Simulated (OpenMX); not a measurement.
Runs of OpenMX 3.8.5 on I. The structure is orthorhombic, space group Cmce (No. 64). Conventional cell: a = 7.270 Å, b = 4.790 Å, c = 9.793 Å, α = 90.00°, β = 90.00°, γ = 90.00°. Around I (site symmetry m) lie 1 I at 2.68 Å. 

```csv
task,level,potentials or basis,spin,k mesh,SCF threshold,max SCF cycles,"grid points, held for all volumes",gap on the mesh (eV),pressure (GPa),largest force (eV/Å)
band structure,PBE,"OpenMX 2013 PBE set, I7.0-s3p2d2f1, grid cutoff 300 Ry",off,7 × 7 × 3,1e-08 Ha,100,-,1.26,1.9,0.99
band structure,LDA,"OpenMX 2013 LDA set, I7.0-s3p2d2f1, grid cutoff 300 Ry",off,7 × 7 × 3,1e-08 Ha,100,-,(a),-0.8,(b)
band structure,PBE,"OpenMX 2013 PBE set, I7.0-s3p2d2f1, grid cutoff 300 Ry","non-collinear, zero start, SOC",5 × 5 × 3,1e-07 Ha,100,-,1.07,-,1.15
band structure,PBE,"OpenMX 2013 PBE set, I7.0-s3p3d2f1, grid cutoff 300 Ry",off,7 × 7 × 3,1e-08 Ha,100,-,1.26,1.9,1.01
```

Alike in all rows: cell as given; smearing fermi-dirac 0.05 eV.

Fill in the values left out.

(a) 1.16; (b) 0.86.

Caveats: the basis of atomic orbitals isn't converged, which shifts pressures, moduli and gaps; spin-orbit coupling is left out, which moves the levels of the heavy elements (some runs); forces of over 1 eV/Å show positions far from the minimum, so gaps and moduli don't describe the material at rest (some runs); total energies with and without spin-orbit coupling shouldn't be compared in this program (some runs).

A k mesh can miss the band edges, and rows without SOC leave out spin-orbit coupling on I.
